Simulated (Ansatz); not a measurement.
# Na in Ansatz: the effect of functional

Crystal: Na.

```
Na
1.0
    -2.09729    2.09729    2.09729
     2.09729   -2.09729    2.09729
     2.09729    2.09729   -2.09729
Na
1
Cartesian
  0.0000 0.0000 0.0000
```

The cell isn't the ideal one: volume scaled by 0.94.

Alike in all runs:

- Program: Ansatz 0.2.0
- Task: single point
- Potentials or basis: Ansatz PAW
- k mesh: 9 × 9 × 9
- Occupations: fermi-dirac, width 0.05 eV
- Spin: no spin polarisation

| functional | cutoff | pressure (GPa) |
| --- | --- | --- |
| LDA | 420 eV (not typed: the program's choice for these potentials) | ? |
| r2SCAN | 500 eV (not typed: the program's choice for these potentials) | 0.2 |
| PBE | 420 eV (not typed: the program's choice for these potentials) | 0.0 |

**Question.** What does the run with functional LDA give?

**Answer.** Pressure -0.8 GPa.

Caveats: the PAW data sets come from PBE, with cores solved anew for the run's functional, which leaves a small shift of forces and pressure (some runs).
